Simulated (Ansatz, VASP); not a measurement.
# Two plane-wave programs on MgS

Contents of INCAR:

```
PREC     = Accurate       # precision mode
ENCUT    = 600            # plane-wave cutoff, eV
EDIFF    = 1E-6           # SCF threshold, eV
ISMEAR   = -1             # smearing method
SIGMA    = 0.05           # smearing width, eV
LREAL    = F              # projectors in reciprocal space
LASPH    = T              # aspherical terms in the spheres
NELM     = 80             # most SCF steps
ALGO     = Normal         # electronic algorithm
ISIF     = 3              # what is computed and relaxed
LWAVE    = F              # write WAVECAR
LCHARG   = F              # write CHGCAR
GGA      = PS             # functional
IBRION   = 2              # ionic algorithm
NSW      = 60             # ionic steps
EDIFFG   = -0.02          # ionic threshold
```

Contents of KPOINTS:

```
Automatic mesh
0
Gamma
  6 6 3
```

File POSCAR:

```
MgS
1.0
    4.0346224068      0.0000000000      0.0000000000
   -2.0173112034      3.4940854990      0.0000000000
    0.0000000000      0.0000000000      6.4322941800
S Mg
2 2
Direct
    0.6666666667      0.3333333333      0.8792441500
    0.3333333333      0.6666666667      0.3792441500
    0.3333333333      0.6666666667      0.9957548500
    0.6666666667      0.3333333333      0.4957548500
```

The input input.yaml:

```yaml
crystal:
  lattice:
    - [4.0346224068, 0.0, 0.0]
    - [-2.0173112034, 3.494085499, 0.0]
    - [0.0, 0.0, 6.43229418]
  atoms:
    - { symbol: S, position: [0.6666666667, 0.3333333333, 0.87924415] }
    - { symbol: S, position: [0.3333333333, 0.6666666667, 0.37924415] }
    - { symbol: Mg, position: [0.3333333333, 0.6666666667, 0.99575485] }
    - { symbol: Mg, position: [0.6666666667, 0.3333333333, 0.49575485] }
hamiltonian:
  xc: pbesol
  pseudopotentials: { kind: paw }
kpoints:
  mp_grid: { grid: [6, 6, 3] }
scf:
  occupations: { method: fermi_dirac, width: 0.05 }
output:
  forces: true
  stress: true
  eigenvalues: true
relax:
  f_tol: 0.01
  max_steps: 40
  cell: { stress_tol: 0.05 }
```

The cell comes from a database or a generator and needn't be the stable form of this composition.

Alike in both runs: task relaxation of cell and atoms; functional PBEsol; k mesh 6 × 6 × 3; occupations fermi-dirac, width 0.05 eV; no spin polarisation.

|  | VASP | Ansatz |
| --- | --- | --- |
| version | VASP 6.6.1 | Ansatz 0.2.0 |
| potentials or method | VASP PAW PBE potentials, release 64 (S, Mg) | Ansatz PAW |
| plane-wave cutoff (eV) | 600 | 420 |
| valence electrons in the cell | 16 | 32 |

VASP gave:

```
gap on the k mesh at the Fermi level, each at its own relaxed structure (eV) : 3.31
relaxed volume (Å³/atom)                                                     : 22.50
relaxed cell length with the largest relative difference (Å)                 : 6.407
```

Task: Which values does Ansatz return?

Result: gap on the k mesh at the Fermi level, each at its own relaxed structure (eV): 3.30; relaxed volume (Å³/atom): 22.54; relaxed cell length with the largest relative difference (Å): 6.416.

The two sets of potentials don't hold the same shells in valence.

Caveats: the PAW data sets were made with another functional, which shifts forces and pressure a little (VASP); odd divisions of the mesh miss points on the zone boundary, where band edges often lie, so the gap on the mesh can be too wide (Ansatz); the plane-wave basis is chosen anew once the cell has moved, so the energies of steps on either side of that aren't comparable (Ansatz); the PAW data sets come from PBE, with cores solved anew for the run's functional, which leaves a small shift of forces and pressure (Ansatz).
